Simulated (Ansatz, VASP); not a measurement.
# Two plane-wave programs on SiC

```
CELL_PARAMETERS angstrom
0.00000 2.11927 2.11927
2.11927 0.00000 2.11927
2.11927 2.11927 0.00000
ATOMIC_POSITIONS crystal
Si 0.00000 0.00000 0.00000
C 0.50000 0.50000 0.50000
```

The cell was built by a generator and needn't be a form met in nature.

Alike in both runs: task relaxation of cell and atoms; functional r2SCAN; k mesh 8 × 8 × 8; occupations gaussian, width 0.1 eV; no spin polarisation.

```csv
,VASP,Ansatz
version,VASP 6.6.1,Ansatz 0.2.0
potentials or method,"VASP PAW PBE potentials, release 64 (Si, C)","scalar-relativistic, plane waves, PAW"
plane-wave cutoff (eV),600,500
valence electrons in the cell,8,8
```

VASP gave:

- gap on the k mesh at the Fermi level, each at its own relaxed structure (eV): none
- relaxed volume (Å³/atom): 8.17
- relaxed cell length with the largest relative difference (Å): 2.848
- energy change over the relaxation (meV/atom): -138

**Question.** Which values does Ansatz return?

**Answer.** gap on the k mesh at the Fermi level, each at its own relaxed structure (eV): none; relaxed volume (Å³/atom): 8.15; relaxed cell length with the largest relative difference (Å): 2.846; energy change over the relaxation (meV/atom): -138.

A gap of «none» marks a metal or a gap that the smearing closes.

Caveats: the PAW data sets were made with another functional, which shifts forces and pressure a little (VASP).
